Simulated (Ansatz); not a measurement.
Runs of Ansatz 0.2.0 on Ag. Symmetry: Fm-3m, No. 225, cubic system. The conventional cell has a = 4.085 Å, b = 4.085 Å, c = 4.085 Å, α = 90.00°, β = 90.00°, γ = 90.00°. Ag (site symmetry m-3m) is surrounded by 12 Ag at 2.89 Å. 

```tsv
task	level	cell	k mesh	smearing	mesh quality	gap on the mesh (eV)	pressure (GPa)	relaxed volume (Å³/atom)
relaxation of cell and atoms	RPBE+D4	relaxed	11 × 11 × 11	fermi-dirac 0.05 eV	not flagged	-	0.0	16.88
relaxation of cell and atoms	revPBE+D4	relaxed	11 × 11 × 11	fermi-dirac 0.05 eV	not flagged	-	0.0	16.85
single point	PBE	as given	11 × 11 × 11	gaussian 0.025 eV	not flagged	none	4.3	-
relaxation of cell and atoms	RPBE+D3(BJ)	relaxed	11 × 11 × 11	fermi-dirac 0.05 eV	not flagged	-	0.0	14.20
relaxation of cell and atoms	PBE+D3(BJ)	relaxed	11 × 11 × 11	fermi-dirac 0.05 eV	not flagged	-	0.0	16.85
relaxation of cell and atoms	BLYP+D3(BJ)	relaxed	11 × 11 × 11	fermi-dirac 0.05 eV	not flagged	-	0.0	16.88
relaxation of cell and atoms	B3LYP	relaxed	6 × 6 × 6	fermi-dirac 0.05 eV	coarse	none	0.0	(a)
relaxation of cell and atoms	PBEsol+D3(BJ)	relaxed	11 × 11 × 11	fermi-dirac 0.05 eV	not flagged	none	0.0	15.89
```

Alike in all rows: potentials or basis Ansatz PAW; no spin polarisation; cutoff (eV) 420.

Task: Estimate the missing entries.

Result: (a) 19.27.

Caveats: some runs use coarse meshes; the plane-wave basis is chosen anew once the cell has moved, so the energies of steps on either side of that aren't comparable (some runs); the PAW data sets come from PBE, with cores solved anew for the run's functional, which leaves a small shift of forces and pressure (some runs); the volume moved by over 15 % at a fixed basis, so the end points are rough (some runs); the volume moved by -17 % from the deposited cell, more than functionals usually miss (some runs); the volume moved by +13 % from the deposited cell, more than functionals usually miss (some runs); pairwise dispersion overbinds metals, which lowers pressure and volume (some runs).

A k mesh can miss the band edges, and the runs leave out spin-orbit coupling on Ag.

A gap of «none» marks a metal or a gap under the smearing width.
